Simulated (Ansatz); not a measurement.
## InAs: single point with PBE0

**What was measured.**

From a printed reference work, data compilation, for a bulk crystal of InAs at 4.2 K: band gap 0.418 eV (direct).

Crystal: InAs.

```
CELL_PARAMETERS angstrom
0.00000 3.01800 3.01800
3.01800 0.00000 3.01800
3.01800 3.01800 0.00000
ATOMIC_POSITIONS crystal
In 0.00000 0.00000 0.00000
As 0.75000 0.75000 0.75000
```

| Quantity | Value |
| --- | --- |
| Program | Ansatz 0.2.0 |
| Task | single point |
| Functional | PBE0 |
| Potentials or basis | all-electron PAW datasets made for the crystal |
| Cutoff | 340 eV (chosen from the basis error) |
| k mesh | 6 × 6 × 6 |
| Occupations | fermi-dirac, width 0.05 eV |
| Spin | no spin polarisation |

The pressure is 2.1 GPa and the band gap on the k mesh is 1.13 eV, direct.

Levels at points of the mesh, in eV from the valence-band top:
| k point | band 14 | band 15 | band 16 | band 17 | band 18 | band 19 |
| --- | --- | --- | --- | --- | --- | --- |
| (0.00, 0.00, 0.00) | -16.14 | -13.18 | 0.00 | 0.00 | 0.00 | 1.13 |
| (0.00, 0.00, -0.50) | -16.13 | -11.54 | -6.41 | -1.11 | -1.11 | 2.28 |
| (0.00, -0.50, -0.50) | -16.12 | -10.93 | -6.46 | -2.61 | -2.61 | 2.73 |

Run time: 9.6 min on 2 threads of Intel(R) Xeon(R) Processor @ 2.50GHz (Skylake/Cascade Lake) (shared host), peak memory 1.2 GiB.

Against the measured gap of InAs, 0.418 eV (direct; 4.2 K; a printed reference work, data compilation), the calculated 1.13 eV is off by +0.72 eV. Spin-orbit coupling on As, In is left out. The value is that of PBE0, without temperature or zero-point motion.

Caveat: spin-orbit coupling is left out, which moves the levels of the heavy elements.
